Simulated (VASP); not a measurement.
All values below come from r2SCAN meta-GGA, VASP's PBE PAW potentials (set 64) (plane waves; VASP 6.6.1).

Input for VASP

INCAR:
```
SYSTEM = CsBr
PREC = Accurate
ENCUT = 480
EDIFF = 1E-7
NELM = 100
ALGO = Normal
LREAL = .FALSE.
LASPH = .TRUE.
ISMEAR = 0
SIGMA = 0.05
METAGGA = R2SCAN
LMIXTAU = .TRUE.
LMAXMIX = 4
LWAVE = .FALSE.
LCHARG = .FALSE.
ISIF = 3
IBRION = 2
NSW = 40
EDIFFG = -0.01
PSTRESS = 50
```

File POSCAR:
```
CsBr
1.0
  4.0553693368   0.0000000000   0.0000000000
  0.0000000000   4.0553693368   0.0000000000
  0.0000000000   0.0000000000   4.0553693368
Cs Br
1 1
Cartesian
  0.0000000000   0.0000000000   0.0000000000
  2.0276846684   2.0276846684   2.0276846684
```

KPOINTS:
```
Automatic mesh
0
Gamma
6 6 6
0 0 0
```

POTCAR, in this order: Cs_sv Br (PBE.64 set). Program: vasp_std.

Output of the run:

OSZICAR:
```
       N       E                     dE             d eps       ncg     rms          rms(c)
DAV:   1     0.542360296933E+02    0.54236E+02   -0.68786E+03   480   0.112E+03
DAV:   2    -0.395482158235E+02   -0.93784E+02   -0.87352E+02   720   0.188E+02
DAV:   3    -0.457406373286E+02   -0.61924E+01   -0.61719E+01   608   0.547E+01
DAV:   4    -0.457917585911E+02   -0.51121E-01   -0.51108E-01   552   0.587E+00
DAV:   5    -0.457921511948E+02   -0.39260E-03   -0.39258E-03   600   0.497E-01    0.188E+00
DAV:   6    -0.412798047550E+02    0.45123E+01   -0.52460E-01   496   0.642E+00    0.157E+00
DAV:   7    -0.415565535722E+02   -0.27675E+00   -0.44430E-01   480   0.608E+00    0.492E-01
DAV:   8    -0.421295188707E+02   -0.57297E+00   -0.42566E-01   488   0.701E+00    0.567E-01
DAV:   9    -0.417781450967E+02    0.35137E+00   -0.69018E-02   500   0.347E+00    0.357E-01
DAV:  10    -0.421466262938E+02   -0.36848E+00   -0.13743E-01   480   0.505E+00    0.118E-01
DAV:  11    -0.421109338832E+02    0.35692E-01   -0.18339E-02   520   0.174E+00    0.112E-01
DAV:  12    -0.421353479262E+02   -0.24414E-01   -0.34495E-03   520   0.703E-01    0.666E-02
DAV:  13    -0.421406557981E+02   -0.53079E-02   -0.22092E-03   488   0.678E-01    0.233E-02
DAV:  14    -0.421407135963E+02   -0.57798E-04   -0.43841E-05   580   0.770E-02    0.993E-03
DAV:  15    -0.421406674209E+02    0.46175E-04   -0.27669E-05   512   0.721E-02    0.639E-03
DAV:  16    -0.421407168668E+02   -0.49446E-04   -0.35812E-05   496   0.779E-02    0.163E-03
DAV:  17    -0.421407175056E+02   -0.63878E-06   -0.14443E-06   556   0.134E-02    0.190E-03
DAV:  18    -0.421407174564E+02    0.49161E-07   -0.11136E-08   360   0.115E-03
   1 F= -.40059341E+02 E0= -.40059341E+02  d E =-.400593E+02
       N       E                     dE             d eps       ncg     rms          rms(c)
DAV:   1    -0.421375119289E+02    0.32056E-02   -0.40515E-03   484   0.430E-01    0.661E-02
DAV:   2    -0.421373788501E+02    0.13308E-03   -0.20580E-04   492   0.110E-01    0.298E-02
DAV:   3    -0.421373463250E+02    0.32525E-04   -0.11570E-04   484   0.813E-02    0.100E-02
DAV:   4    -0.421373491014E+02   -0.27764E-05   -0.10475E-05   480   0.390E-02    0.481E-03
DAV:   5    -0.421373514380E+02   -0.23366E-05   -0.64513E-06   492   0.306E-02    0.167E-03
DAV:   6    -0.421373544275E+02   -0.29895E-05   -0.32819E-06   480   0.208E-02    0.873E-04
DAV:   7    -0.421373550154E+02   -0.58787E-06   -0.10229E-06   480   0.127E-02    0.689E-04
DAV:   8    -0.421373552935E+02   -0.27804E-06   -0.64038E-08   360   0.349E-03    0.278E-04
DAV:   9    -0.421373553370E+02   -0.43538E-07   -0.12204E-08   244   0.120E-03
   2 F= -.40059339E+02 E0= -.40059339E+02  d E =0.189799E-05
```

File OUTCAR:
```
------------------------ aborting loop because EDIFF is reached ----------------------------------------
  FORCE on cell =-STRESS in cart. coord.  units (eV):
  Direction    XX          YY          ZZ          XY          YZ          ZX
  --------------------------------------------------------------------------------------
  Total        2.0932831      2.0932831      2.0932831      0.0000000      0.0000000      0.0000000
  in kB       50.3673387     50.3673387     50.3673387      0.0000000      0.0000000      0.0000000
  external PRESSURE =       0.3673387 kB  Pullay stress =      50.0000000 kB
  volume of cell :       66.59
      direct lattice vectors                 reciprocal lattice vectors
     4.053185801 -0.000000000  0.000000000     0.246719506 -0.000000000  0.000000000
     0.000000000  4.053185801  0.000000000     0.000000000  0.246719506  0.000000000
    -0.000000000 -0.000000000  4.053185801    -0.000000000 -0.000000000  0.246719506
 POSITION                                       TOTAL-FORCE (eV/Angst)
 -----------------------------------------------------------------------------------
      0.00000      0.00000      0.00000        -0.000000      0.000000      0.000000
      2.02659      2.02659      2.02659         0.000000     -0.000000      0.000000
 -----------------------------------------------------------------------------------
    total drift:                                0.000000      0.000000     -0.000000
  FREE ENERGIE OF THE ION-ELECTRON SYSTEM (eV)
  ---------------------------------------------------
  free  energy   TOTEN  =       -42.1373553370 eV

  energy  without entropy=      -42.1373553370  energy(sigma->0) =      -42.13735534
  enthalpy is  TOTEN    =       -40.0593389896 eV   P V=        2.0780163474

 reached required accuracy - stopping structural energy minimisation
```
(Selected blocks of OUTCAR.)

File CONTCAR:
```
CsBr
   1.00000000000000
     4.0531858013097626   -0.0000000000000000    0.0000000000000000
     0.0000000000000000    4.0531858013097626    0.0000000000000000
    -0.0000000000000000   -0.0000000000000000    4.0531858013097626
  Cs              Br
     1     1
Direct
     0.0000000000000000    0.0000000000000000    0.0000000000000000
     0.5000000000000000    0.5000000000000000    0.5000000000000000
```

The compound is CsBr in the CsCl type structure. This run relaxes it under an external pressure of 5 GPa. Symmetry was kept, so distortions that lower it aren't found.
